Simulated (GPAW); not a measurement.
# GaP (F-43m) in GPAW: settings compared, part 2 of 2

GPAW 26.7.0.

### Step 4. Single point, PBE

The input, run.py:

```python
from ase import Atoms
from ase.dft.bandgap import bandgap
from ase.io import write
from ase.units import GPa
from gpaw import GPAW, PW

atoms = Atoms(['Ga', 'P'],
              cell=[[0.0, 2.72525, 2.72525],
                    [2.72525, 0.0, 2.72525],
                    [2.72525, 2.72525, 0.0]],
              scaled_positions=[[0.0, 0.0, 0.0],
                                [0.75, 0.75, 0.75]],
              pbc=True)

calc = GPAW(mode=PW(600),
            xc='PBE',
            kpts={'size': (8, 8, 8), 'gamma': True},
            occupations={'name': 'methfessel-paxton', 'order': 0, 'width': 0.017},
            nbands=11,
            convergence={'density': 1e-05, 'energy': 1e-05},
            maxiter=150,
            txt='gpaw.txt')
atoms.calc = calc
energy = atoms.get_potential_energy()
forces = atoms.get_forces()
stress = atoms.get_stress()
calc.write('gs.gpw')
write('result.traj', atoms)
print(f'Energy: {energy:.6f} eV')
print('Forces (eV/A):')
print(forces.round(4))
print('Stress (GPa):', (stress / GPa).round(3))
print('Fermi level:', round(calc.get_fermi_level(), 4), 'eV')
print(f'Gap: {bandgap(calc)[0]:.4f} eV, direct: {bandgap(calc, direct=True)[0]:.4f} eV')
```

Potentials or basis: GPAW PAW data sets (gpaw-data 1.2.1), pw.

On the command line:

```
> OMP_NUM_THREADS=1 python run.py
```

gpaw.txt:

```text
__  _  _
 | _ |_)|_||  |
 |__||  | ||/\| - 26.7.0

Input parameters:
  mode=PW(ecut=600.0),
  convergence={'density': 1e-05, 'energy': 1e-05},
  kpts=MonkhorstPack(size=(8, 8, 8), gamma=True),
  maxiter=150,
  nbands=11,
  occupations=Occupations(name='methfessel-paxton', order=0, width=0.017),
  xc=XC(name='PBE')

Diagonalizing LCAO Hamiltonian
Converting LCAO to pw mode

                    P

       Ga

Atoms  # Å, Bohr magnetons
|   | symbol |        x |        y |        z |    initial magnetic moments |
|---|--------|----------|----------|----------|-----------------------------|
| 0 |     Ga | 0.000000 | 0.000000 | 0.000000 | ( 0.0000,  0.0000,  0.0000) |
| 1 |      P | 4.087875 | 4.087875 | 4.087875 | ( 0.0000,  0.0000,  0.0000) |

Unit cell  # Å
| periodic |        x |        y |        z |  lengths |    angles |
|----------|----------|----------|----------|----------|-----------|
|      yes | 0.000000 | 2.725250 | 2.725250 | 3.854086 | 60.000000 |
|      yes | 2.725250 | 0.000000 | 2.725250 | 3.854086 | 60.000000 |
|      yes | 2.725250 | 2.725250 | 0.000000 | 3.854086 | 60.000000 |

Number of symmetries: 24
Symmetry operations  # r_c * U_cc + t_c -> r_c
|    | kind |            matrix            |
|----|------|------------------------------|
|  0 |  E   |  1, 0, 0,  0, 1, 0,  0, 0, 1 |
|  1 |  σ   |  1, 0, 0,  0, 0, 1,  0, 1, 0 |
|  2 |  σ   |  1, 0,-1,  0, 1,-1,  0, 0,-1 |
|  3 |  C3  |  1, 0,-1,  0, 0,-1,  0, 1,-1 |
|  4 |  C3  |  1,-1, 0,  0,-1, 1,  0,-1, 0 |
|  5 |  σ   |  1,-1, 0,  0,-1, 0,  0,-1, 1 |
|  6 |  σ   |  0, 1, 0,  1, 0, 0,  0, 0, 1 |
|  7 |  C3  |  0, 1, 0,  0, 0, 1,  1, 0, 0 |
|  8 |  C2  |  0, 1,-1,  1, 0,-1,  0, 0,-1 |
|  9 |  S4  |  0, 1,-1,  0, 0,-1,  1, 0,-1 |
| 10 |  C3  |  0, 0, 1,  1, 0, 0,  0, 1, 0 |
| 11 |  σ   |  0, 0, 1,  0, 1, 0,  1, 0, 0 |
| 12 |  S4  |  0, 0,-1,  1, 0,-1,  0, 1,-1 |
| 13 |  C3  |  0, 0,-1,  0, 1,-1,  1, 0,-1 |
| 14 |  S4  |  0,-1, 1,  1,-1, 0,  0,-1, 0 |
| 15 |  C2  |  0,-1, 1,  0,-1, 0,  1,-1, 0 |
| 16 |  C3  |  0,-1, 0,  1,-1, 0,  0,-1, 1 |
| 17 |  S4  |  0,-1, 0,  0,-1, 1,  1,-1, 0 |
| 18 |  S4  | -1, 1, 0, -1, 0, 1, -1, 0, 0 |
| 19 |  C3  | -1, 1, 0, -1, 0, 0, -1, 0, 1 |
| 20 |  C3  | -1, 0, 1, -1, 1, 0, -1, 0, 0 |
| 21 |  S4  | -1, 0, 1, -1, 0, 0, -1, 1, 0 |
| 22 |  σ   | -1, 0, 0, -1, 1, 0, -1, 0, 1 |
| 23 |  C2  | -1, 0, 0, -1, 0, 1, -1, 1, 0 |

BZ-sampling:
  Number of BZ points: 512
  Number of IBZ points: 29

  Monkhorst-Pack size: [8, 8, 8]
  Monkhorst-Pack shift: [0.0625, 0.0625, 0.0625]

K-points  # in reciprocal-cell coordinates
|     |                                coordinates |     weight |
|-----|--------------------------------------------|------------|
|   0 | (  0.00000000,   0.00000000,   0.00000000) | 0.00195312 |
|   1 | (  0.12500000,   0.12500000,   0.00000000) | 0.01171875 |
|   2 | (  0.12500000,   0.12500000,   0.12500000) | 0.01562500 |
|   3 | (  0.25000000,   0.12500000,   0.12500000) | 0.02343750 |
|   4 | (  0.25000000,   0.25000000,   0.00000000) | 0.01171875 |
|   5 | (  0.25000000,   0.25000000,   0.12500000) | 0.04687500 |
|   6 | (  0.25000000,   0.25000000,   0.25000000) | 0.01562500 |
|   7 | (  0.37500000,   0.25000000,  -0.37500000) | 0.04687500 |
|   8 | (  0.37500000,   0.25000000,   0.12500000) | 0.04687500 |
|   9 | (  0.37500000,   0.25000000,   0.25000000) | 0.04687500 |
| ... |                                            |            |
|  28 | (  0.50000000,   0.50000000,   0.50000000) | 0.00781250 |

Plane wave coefficients: 1365
Cutoff: 600.0 eV

Spin-components: 1 (collinear spins)
Bands:           11
Projectors:      10
Spin-degeneracy: 2
Datatype:        complex128

Parallelization:
  kpt:    1
  domain: 1
  band:   1

Density:
  Valence electrons: 8.0
  Components: 1
  Grid points: [24 24 24]
  Charge: 0.0  # |e|

Potential:
  Grid points: [24 24 24]

species:
  Ga:
    name:    Gallium
    Z:       31.0
    valence: 3
    core:    28
    charge:  0.0  # [|e|]
    compensation charges:
      type: gauss
      rc: 0.37  # [Å]
      lmax: 2
    cutoffs:
      filter: 2.06  # [Å]
      core: 4.17  # [Å]
    projectors
    | kind |    occ | energy [eV] | rcut [Å] |
    |------|--------|-------------|----------|
    |   4s |  2.000 |      -8.945 |    1.164 |
    |   4p |  1.000 |      -2.580 |    1.164 |
    |    s |        |      18.266 |    1.164 |
    |    p |        |      24.631 |    1.164 |
    |    d |        |       0.000 |    1.164 |

    Using partial waves for Ga as LCAO basis

  P:
    name:    Phosphorus
    Z:       15.0
    valence: 5
    core:    10
    charge:  0.0  # [|e|]
    compensation charges:
      type: gauss
      rc: 0.30  # [Å]
      lmax: 2
    cutoffs:
      filter: 1.69  # [Å]
      core: 1.81  # [Å]
    projectors
    | kind |    occ | energy [eV] | rcut [Å] |
    |------|--------|-------------|----------|
    |   3s |  2.000 |     -13.968 |    0.953 |
    |   3p |  3.000 |      -5.506 |    0.953 |
    |    s |        |      13.244 |    0.953 |
    |    p |        |      21.705 |    0.953 |
    |    d |        |       0.000 |    0.953 |

    Using partial waves for P as LCAO basis

Reference energy: -62187.585188  # eV

eigensolver:
  PPCG
  Converge bands: occupied
  niter=2

density mixing:
  MSR1-Mixer
  Pratt-step length: 0.05
  Maximum mixing coefficient: 0.75
  Old densities: 10
  SVD Regularization: 0.005
  Good broyden scale: 1.0
  Trust region scale: 1.0
  Backstep threshold: 4.0
  History deletion threshold: 6.0
  Fourier metric: weight=20.0, sigma=0.015

occupation numbers:
  Methfessel-Paxton:
    width: 0.0170  # eV
    order: 0

poisson solver:
  ecut: 4800.0  # eV

xc functional:
  name: PBE with 2 nearest neighbor stencil

convergence criteria:
- Maximum integral of absolute [dens]ity change: 1e-05 electrons / valence electron
- Maximum [total energy] change in last 3 cyles: 1e-05 eV / valence electron
- Maximum integral of absolute [eigenst]ate change: 4e-08 eV^2 / valence electron
maximum number of iterations: 150

SCF iterations
|iter     | |      energy | eigst |  dens |
|---------|-|-------------|-------|-------|
|iter:   1| |   -9.218766 | -0.28 |       |
|iter:   2| |   -9.184672 | -2.34 | -0.84 |
|iter:   3| |   -9.036027 | -1.89 | -0.87 |
|iter:   4| |   -9.037229 | -3.46 | -1.52 |
|iter:   5| |   -9.037524 | -4.34 | -2.05 |
|iter:   6| |   -9.037562 | -5.62 | -2.79 |
|iter:   7| |   -9.037562c| -7.21 | -3.80 |
|iter:   8| |   -9.037562c| -7.58c| -4.36 |
|iter:   9| |   -9.037562c| -8.64c| -5.35c|

Converged in 9 steps
Energy contributions relative to reference atoms: (reference = -62187.585188)

Energy contributions:
  Kinetic:          24.590039
  Coulomb:         -21.584473
  Zero:              0.014661
  External:          0.000000
  Xc:              -12.057789
  Entropy:           0.000000
  Spinorbit:         0.000000
  ----------------------------
  Free energy:      -9.037562
  Extrapolated:     -9.037562

dipole moment: (-10.829216, -10.829216, -10.829216)  # |e|*Ang

Fermi level: 5.492
Eigenvalues  # (at kpt = [0.000, 0.000, 0.000])
| band index |      eig [eV] | occ [0-2] |
|------------|---------------|-----------|
|          0 |        -7.509 |     2.000 |
|          1 |         4.954 |     2.000 |
|          2 |         4.954 |     2.000 |
|          3 |         4.954 |     2.000 |
|          4 |         6.848 |     0.000 |
|          5 |         8.885 |     0.000 |
|          6 |         8.885 |     0.000 |
|          7 |         8.885 |     0.000 |
|          8 |        13.831 |     0.000 |
|          9 |        14.653 |     0.000 |
|         10 |        14.653 |     0.000 |

Gap: 1.668 eV
Transition (v -> c):
  (s=0, k=0, n=3, [0.00, 0.00, 0.00]) -> (s=0, k=24, n=4, [0.50, 0.50, 0.00])
Direct/indirect transitions are different
Direct gap: 1.895 eV
Transition at: (s=0, k=0, n=3, [0.00, 0.00, 0.00])

Forces  # eV/Ang
|        x |        y |        z |
|----------|----------|----------|
| -0.00000 | -0.00000 | -0.00000 |  # Ga   0
| -0.00000 | -0.00000 |  0.00000 |  # P    1

Stress tensor  # eV/Ang^3
|         x |         y |         z |
|-----------|-----------|-----------|
| -0.028378 |  0.000000 | -0.000000 |
|  0.000000 | -0.028378 |  0.000000 |
| -0.000000 |  0.000000 | -0.028378 |

# Writing to gs.gpw (mode='')
```

Wall time 10 s (1 thread of Arm Neoverse V1, shared host); peak memory 0.15 GiB.

What came out:

* Free energy: -9.0376 eV
* Pressure: 4.5 GPa
* Band gap on the k mesh: 1.67 eV, indirect (least direct gap 1.89 eV)

Levels at points of the mesh, in eV from the valence-band top:
| k point | band 2 | band 3 | band 4 | band 5 | band 6 | band 7 |
| --- | --- | --- | --- | --- | --- | --- |
| (0.00, 0.00, 0.00) | 0.00 | 0.00 | 0.00 | 1.89 | 3.93 | 3.93 |
| (0.50, 0.50, 0.00) | -6.72 | -2.66 | -2.66 | 1.67 | 1.85 | 10.64 |
| (0.50, 0.50, 0.50) | -6.60 | -1.11 | -1.11 | 1.73 | 4.75 | 4.75 |

### Step 5. Single point, PBE

The input, run.py:

```python
from ase.dft.bandgap import bandgap
from ase.io import read, write
from ase.units import GPa
from gpaw import GPAW, PW

atoms = read('GaP.xyz')

calc = GPAW(mode=PW(600),
            xc='PBE',
            kpts={'size': (8, 8, 8), 'gamma': True},
            occupations={'name': 'methfessel-paxton', 'order': 0, 'width': 0.018000000000000002},
            nbands=11,
            convergence={'density': 1e-05, 'energy': 1e-05},
            maxiter=150,
            txt='gpaw.txt')
atoms.calc = calc
energy = atoms.get_potential_energy()
forces = atoms.get_forces()
stress = atoms.get_stress()
calc.write('gs.gpw')
write('result.traj', atoms)
print(f'Energy: {energy:.6f} eV')
print('Forces (eV/A):')
print(forces.round(4))
print('Stress (GPa):', (stress / GPa).round(3))
print('Fermi level:', round(calc.get_fermi_level(), 4), 'eV')
print(f'Gap: {bandgap(calc)[0]:.4f} eV, direct: {bandgap(calc, direct=True)[0]:.4f} eV')
```

The input, GaP.xyz:

```xyz
2
Lattice="0.0000000000 2.7252500000 2.7252500000 2.7252500000 0.0000000000 2.7252500000 2.7252500000 2.7252500000 0.0000000000" Properties=species:S:1:pos:R:3 pbc="T T T"
Ga     0.0000000000      0.0000000000      0.0000000000
P      4.0878750000      4.0878750000      4.0878750000
```

On the command line:

```
> OMP_NUM_THREADS=1 python run.py
```

Run time: 10 s. Hardware: 1 thread of Arm Neoverse V1, shared host; peak memory 0.15 GiB.

Results (log left out):

* Free energy: -9.0376 eV
* Pressure: 4.5 GPa
* Band gap on the k mesh: 1.67 eV, indirect (least direct gap 1.89 eV)

Levels at points of the mesh, in eV from the valence-band top:
```tsv
k point	band 1	band 2	band 3	band 4	band 5	band 6	band 7
(0.00, 0.00, 0.00)	-12.46	0.00	0.00	0.00	1.89	3.93	3.93
(0.50, 0.50, 0.00)	-9.66	-6.72	-2.66	-2.66	1.67	1.85	10.64
(0.50, 0.50, 0.50)	-10.54	-6.60	-1.11	-1.11	1.73	4.75	4.75
```

### Step 6. Single point, HSE03

The input, run.py:

```python
from ase.dft.bandgap import bandgap
from ase.io import write
from ase.spacegroup import crystal
from gpaw import GPAW, PW

# Ga 4a
# P 4c
atoms = crystal(['Ga', 'P'],
                basis=[[0.0, 0.0, 0.0],
                       [0.25, 0.25, 0.25]],
                spacegroup=216, setting=1,  # F-43m
                cellpar=[5.4505, 5.4505, 5.4505, 90.0, 90.0, 90.0],
                primitive_cell=True)

calc = GPAW(mode=PW(450),
            xc='HSE03',
            kpts={'size': (4, 4, 4), 'gamma': True},
            occupations={'name': 'fermi-dirac', 'width': 0.05},
            nbands=9,
            convergence={'density': 1e-05, 'energy': 1e-05},
            maxiter=60,
            txt='gpaw.txt')
atoms.calc = calc
energy = atoms.get_potential_energy()
forces = atoms.get_forces()
calc.write('gs.gpw')
write('result.traj', atoms)
print(f'Energy: {energy:.6f} eV')
print('Forces (eV/A):')
print(forces.round(4))
print('Fermi level:', round(calc.get_fermi_level(), 4), 'eV')
print(f'Gap: {bandgap(calc)[0]:.4f} eV, direct: {bandgap(calc, direct=True)[0]:.4f} eV')
```

Potentials or basis: GPAW PAW data sets (gpaw-data 1.2.1), pw.

On the command line:

```
> OMP_NUM_THREADS=1 python run.py
```

It took 5.9 min on 1 thread of Arm Neoverse V1, shared host; peak memory 0.19 GiB.

The run converged. Its results:

```
Free energy            : -40.1724 eV
Band gap on the k mesh : 2.39 eV, indirect (least direct gap 2.82 eV)
```

Levels at points of the mesh, in eV from the valence-band top:
| k point | band 1 | band 2 | band 3 | band 4 | band 5 |
| --- | --- | --- | --- | --- | --- |
| (0.00, 0.00, 0.00) | -13.74 | 0.00 | 0.00 | 0.00 | 2.82 |
| (0.50, 0.50, 0.00) | -10.66 | -7.34 | -2.90 | -2.90 | 2.39 |
| (0.50, 0.50, 0.50) | -11.63 | -7.20 | -1.20 | -1.20 | 2.55 |

Caveat: the k mesh is coarse (spacing up to 0.50 Å⁻¹), so the values aren't converged, least of all with exact exchange; exact exchange converges slowly with the k mesh, and this mesh is small; the PAW data sets were made with another functional, which shifts forces and pressure a little. A k mesh can miss the band edges.

### Step 7. Summary

| level | k mesh | cutoff (eV) | smearing | maxiter | mesh quality | gap on the mesh (eV) | pressure (GPa) |
| --- | --- | --- | --- | --- | --- | --- | --- |
| PBE | 8 × 8 × 8 | 600 | gaussian 0.015 eV | 150 | not flagged | 1.67 | 4.5 |
| PBE | 8 × 8 × 8 | 600 | gaussian 0.016 eV | 150 | not flagged | 1.67 | 4.5 |
| PBE | 8 × 8 × 8 | 600 | gaussian 0.017 eV | 150 | not flagged | 1.67 | 4.5 |
| PBE | 8 × 8 × 8 | 600 | gaussian 0.018 eV | 150 | not flagged | 1.67 | 4.5 |
| HSE03 | 4 × 4 × 4 | 450 | fermi-dirac 0.05 eV | 60 | coarse | 2.39 | - |

Alike in all rows: task single point; potentials or basis GPAW PAW data sets (gpaw-data 1.2.1), pw; no spin polarisation; cell as given.

Caveats: some runs use coarse meshes; exact exchange converges slowly with the k mesh, and this mesh is small (some runs); the PAW data sets were made with another functional, which shifts forces and pressure a little (some runs).

Total energies depend on the potentials used, so only differences within one code and one set of settings carry meaning.

### Step 8. How close it comes

Step 2. A measured gap of GaP is 2.34 eV (indirect; 10 K; quoted in “Stacking defects in GaP nanowires: Electronic structure and optical properties”, 2018, arxiv:1810.01194); the calculated 1.67 eV misses it by -0.67 eV. Spin-orbit coupling on Ga is left out. The value is that of PBE on a finite k mesh, which can miss the band edges, without temperature or zero-point motion. Semilocal functionals fall short of measured gaps as a rule.

Step 3. Measured gap of GaP: 2.34 eV (indirect; 10 K; quoted in “Stacking defects in GaP nanowires: Electronic structure and optical properties”, 2018, arxiv:1810.01194). This calculation gives 1.67 eV (-0.67 eV). Spin-orbit coupling on Ga is left out. The value is that of PBE on a finite k mesh, which can miss the band edges, without temperature or zero-point motion. Semilocal functionals fall short of measured gaps as a rule.

Step 4. A measured gap of GaP is 2.34 eV (indirect; 10 K; quoted in “Stacking defects in GaP nanowires: Electronic structure and optical properties”, 2018, arxiv:1810.01194); the calculated 1.67 eV misses it by -0.67 eV. Spin-orbit coupling on Ga is left out. The value is that of PBE on a finite k mesh, which can miss the band edges, without temperature or zero-point motion. Semilocal functionals fall short of measured gaps as a rule.

Step 5. Measured gap of GaP: 2.34 eV (indirect; 10 K; quoted in “Stacking defects in GaP nanowires: Electronic structure and optical properties”, 2018, arxiv:1810.01194). This calculation gives 1.67 eV (-0.67 eV). Spin-orbit coupling on Ga is left out. The value is that of PBE on a finite k mesh, which can miss the band edges, without temperature or zero-point motion. Semilocal functionals fall short of measured gaps as a rule.
